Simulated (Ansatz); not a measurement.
BN: one atom moved along a line

All numbers below come from DFT PBE, scalar-relativistic, plane waves, PAW in Ansatz. Settings: plane waves to 420 eV, k-mesh 12×12×4 (Γ-centred), Gaussian smearing 0.05 eV. No spin polarisation. Energies are free energies at this smearing, counted from the undisturbed cell; pressure is positive in compression.

Zero of the scan (relaxed at this level):

```xyz
4
Lattice="2.5122 0.0000 0.0000 -1.2561 2.1756 0.0000 0.0000 0.0000 8.3437" Properties=species:S:1:pos:R:3 pbc="T T T"
B     0.0000    1.4504    2.0859
B     1.2561    0.7252    6.2578
N     0.0000    1.4504    6.2578
N     1.2561    0.7252    2.0859
```

The cell holds layers and no dispersion correction was added, so their binding is poorly described.

Atom 1 (B) is moved by x along the Cartesian unit vector (0.707, 0.707, 0.000); the cell and all other atoms stay fixed.

```csv
x (Å),ΔE (meV/cell),force along x on the moved atoms (eV/Å),pressure (GPa),gap on the mesh (eV)
-0.6000,15705.7,84.92,92.6,4.15
-0.4000,4843.8,31.60,33.7,2.78
-0.2000,949.7,?,?,2.99
0.0000,0.0,0.00,0.0,4.40
0.1000,187.9,-3.62,1.4,4.25
0.2000,695.1,-6.37,5.1,3.04
0.3000,1429.3,?,10.6,?
0.4000,2292.8,-9.00,17.2,1.79
0.5000,3208.2,-9.22,24.3,2.09
0.6000,?,-8.89,31.4,?
```

Problem. Give the withheld values.

Solution. force along x on the moved atoms (eV/Å) at x (Å) = -0.2000: 10.40; pressure (GPa) at x (Å) = -0.2000: 7.0; force along x on the moved atoms (eV/Å) at x (Å) = 0.3000: -8.14; gap on the mesh (eV) at x (Å) = 0.3000: 2.08; ΔE (meV/cell) at x (Å) = 0.6000: 4118.7; gap on the mesh (eV) at x (Å) = 0.6000: 2.64.

Cost: 10 runs of about 0.83 core-minutes in all, on Intel Xeon 6975P-C (Granite Rapids) (shared hosts).